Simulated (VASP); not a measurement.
Wanted: the native input for a VASP 6.6.1 run.

```yaml
Task: single point
Functional: PBEsol
Potentials_or_basis: VASP PAW PBE potentials, release 64 (Ag, Cl)
Cutoff: 520 eV
k_mesh: 8 × 8 × 8
Occupations: gaussian, width 0.05 eV
Spin: no spin polarisation
Dipole_correction: no
Further_INCAR_settings: ALGO = Normal; EDIFF = 1e-07; NBANDS = 16
```

The structure of AgCl lies in POSCAR:

```
AgCl
1.0
    0.0103993125      2.7731500000      2.7731500000
    2.7835493125      0.0000000000      2.7835493125
    2.7731500000      2.7731500000      0.0103993125
Ag Cl
1 1
Direct
    0.5000000000      0.5000000000      0.5000000000
    0.0000000000      0.0000000000      0.0000000000
```

The cell isn't the ideal one: strain +0.0075 x Voigt [0, 0, 0, 0, 1, 0], atoms carried along.

One way to write it, as run:

INCAR

```
SYSTEM = AgCl
PREC     = Accurate       ! precision mode
ENCUT    = 520            ! plane-wave cutoff, eV
EDIFF    = 1E-7           ! SCF threshold, eV
ISMEAR   = 0              ! smearing method
SIGMA    = 0.05           ! smearing width, eV
LREAL    = .FALSE.        ! projectors in reciprocal space
LASPH    = .TRUE.         ! aspherical terms in the spheres
NELM     = 100            ! most SCF steps
ALGO     = Normal         ! electronic algorithm
ISIF     = 2              ! what is computed and relaxed
LWAVE    = .FALSE.        ! write WAVECAR
LCHARG   = .FALSE.        ! write CHGCAR
GGA      = PS             ! functional
NBANDS   = 16             ! bands
```

KPOINTS

```
Automatic mesh
0
G
  8 8 8
  0 0 0
```

Potentials or basis: VASP PAW PBE potentials, release 64 (Ag, Cl).

Run with:

```console
$ cat potpaw_PBE.64/Ag/POTCAR potpaw_PBE.64/Cl/POTCAR > POTCAR
$ mpirun -np 1 vasp_std > vasp.out
```

Results of the run:

```json
{
 "Pressure": "-2.7 GPa",
 "Band gap on the k mesh": "0.72 eV, indirect (least direct gap 3.03 eV)"
}
```

Caveat: the PAW data sets were made with another functional, which shifts forces and pressure a little.

It took 93 s on 1 thread of Intel(R) Xeon(R) Platinum 8375C CPU @ 2.90GHz (Ice Lake), on a shared host, peak memory 0.21 GiB.
